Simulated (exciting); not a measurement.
Runs of exciting (release sodium) on BP. It takes space group F-43m (No. 216, cubic). Conventional cell: a = 4.538 Å, b = 4.538 Å, c = 4.538 Å, α = 90.00°, β = 90.00°, γ = 90.00°. Around P (site symmetry -43m) lie 4 B at 1.97 Å. Around B (site symmetry -43m) lie 4 P at 1.97 Å. 

```tsv
task	level	k mesh	smearing	outputlevel	epsengy	epspot	maxscl	rgkmax	mesh quality	gap on the mesh (eV)
single point	PBEsol	6 × 6 × 6	gaussian 0.027 eV	normal	1e-05 Ha	1e-05 Ha	60	6	not flagged	1.23
single point	PBEsol+D2	10 × 10 × 10	methfessel-paxton 0.05 eV	low	1e-05 Ha	1e-05 Ha	60	7	not flagged	1.14
band structure	Xalpha+TS	10 × 10 × 10	gaussian 0.0272 eV	low	1e-06 Ha	1e-06 Ha	80	6	not flagged	(a)
band structure	PBEsol	10 × 10 × 10	fermi-dirac 0.05 eV	normal	1e-05 Ha	1e-05 Ha	60	7	not flagged	1.14
```

Alike in all rows: potentials or basis all-electron LAPW+lo, shipped species files, valence relativity iora*; no spin polarisation; cell as given.

Q: Estimate the missing entries.

A: (a) 1.09.

Caveats: the dispersion energy is computed afterwards and isn't part of the total energy (some runs).

A k mesh can miss the band edges.

Not every run made on this cell is shown here.
